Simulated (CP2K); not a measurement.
The system is BP.

```
P B
1.0
     3.20885    0.00000    0.00000
     1.60443    2.77895    0.00000
     1.60443    0.92632    2.62002
P B
1 1
Direct
  0.75000 0.75000 0.75000
  0.00000 0.00000 0.00000
```

Base run:

* Program: CP2K 2026.2
* Functional: PBE
* Potentials or basis: POTENTIAL_UZH P GTH-PBE-q5, B GTH-PBE-q3; TZVP-MOLOPT-PBE-GTH basis
* Density cutoff: 6123 eV
* k mesh: 10 × 10 × 10
* Occupations: fermi-dirac, width 0.01 eV
* Spin: no spin polarisation

Its results: band gap on the k mesh 1.37 eV, indirect (least direct gap 3.44 eV); pressure 0.3 GPa.

The run is repeated on the same cell with these changes: functional from PBE to PBEsol; eps_default from 1.0E-9 to 1.0E-10. What comes out?

Band gap on the k mesh 1.23 eV, indirect (least direct gap 3.40 eV); pressure -1.2 GPa.

Caveats: the basis of atomic orbitals isn't converged, which shifts pressures, moduli and gaps; the potentials were made for another functional, which shifts forces and pressure (some runs).

Not every run made on this cell is shown here.
